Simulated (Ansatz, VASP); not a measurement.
**Two plane-wave programs on Mo**

File INCAR:

```
PREC     = Accurate       # precision mode
ENCUT    = 520            # plane-wave cutoff, eV
EDIFF    = 1E-6           # SCF threshold, eV
ISMEAR   = -1             # smearing method
SIGMA    = 0.1            # smearing width, eV
LREAL    = F              # projectors in reciprocal space
LASPH    = T              # aspherical terms in the spheres
NELM     = 100            # most SCF steps
ALGO     = Normal         # electronic algorithm
ISIF     = 2              # what is computed and relaxed
LWAVE    = F              # write WAVECAR
LCHARG   = F              # write CHGCAR
GGA      = RP             # functional
NBANDS   = 13             # bands
```

File KPOINTS:

```
regular mesh
0
Gamma
  23 23 23
```

File POSCAR:

```
Mo
1.0
   -1.5670230880      1.5670230880      1.5670230880
    1.5670230880     -1.5670230880      1.5670230880
    1.5670230880      1.5670230880     -1.5670230880
Mo
1
Direct
    0.0000000000      0.0000000000      0.0000000000
```

Input for Ansatz:

```yaml
crystal:
  lattice:
    - [-1.5670230886, 1.5670230886, 1.5670230886]
    - [1.5670230886, -1.5670230886, 1.5670230886]
    - [1.5670230886, 1.5670230886, -1.5670230886]
  atoms:
    - { symbol: Mo, position: [0.0, 0.0, 0.0] }
hamiltonian:
  xc: rpbe
  pseudopotentials:
    kind: paw
    azcp:
      Mo: "pseudopotentials/Mo.paw.azcp"
basis:
  ecutwfc: 420
  fft_grid_basis: typed
kpoints:
  mp_grid: { grid: [23, 23, 23], shift: [0, 0, 0] }
magnetization:
  spin_polarized: false
scf:
  occupations: { method: fermi_dirac, width: 0.1 }
output:
  stress: true
```

Alike in both runs: task single point; functional RPBE; k mesh 23 × 23 × 23; occupations fermi-dirac, width 0.1 eV; no spin polarisation.

|  | VASP | Ansatz |
| --- | --- | --- |
| version | VASP 6.6.1 | Ansatz 0.2.0 |
| potentials or method | VASP PAW PBE potentials, release 64 (Mo_sv) | plane waves (420 eV) with PAW, scalar-relativistic |
| plane-wave cutoff (eV) | 520 | 420 |
| valence electrons in the cell | 14 | 14 |

|  | VASP | Ansatz | Ansatz less VASP |
| --- | --- | --- | --- |
| pressure (GPa) | 11.2 | 10.6 | -0.56 |

The functional is the same, so the differences come from potentials, cutoffs and numerics.

Caveats: the PAW data sets were made with another functional, which shifts forces and pressure a little (VASP).
